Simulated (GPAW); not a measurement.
GaN:

```
Ga N
1.0
     3.18000    0.00000    0.00000
    -1.59000    2.75396    0.00000
     0.00000    0.00000    5.16600
Ga N
2 2
Cartesian
  1.5900 0.9180 2.5830
  0.0000 1.8360 0.0000
  1.5900 0.9180 4.5203
  0.0000 1.8360 1.9373
```

Program: GPAW 26.7.0. Alike in all runs: task single point; no spin polarisation; cell as given.

Question: Order these runs on this cell by their pressure, lowest first.
A. level PBE; potentials or basis GPAW PAW data sets (gpaw-data 1.2.1), pw; k mesh 10 × 10 × 5; cutoff (eV) 800; smearing fermi-dirac 0.05 eV
B. level LDA; potentials or basis the program's PAW data sets (release 1.2.1) made for this functional, pw; k mesh 8 × 8 × 4; cutoff (eV) 600; smearing fermi-dirac 0.01 eV
C. level PBE; potentials or basis GPAW PAW data sets (gpaw-data 1.2.1), pw; k mesh 8 × 8 × 4; cutoff (eV) 600; smearing fermi-dirac 0.01 eV

Answer: B (-2.7 GPa), C (9.7 GPa), A (15.3 GPa).

Caveats: the cutoff is short for stress and forces, so pressures can be off by a GPa or more (some runs); so large a pressure means that the cell lies far from this level's equilibrium, or that cutoff or potentials fall short (some runs).
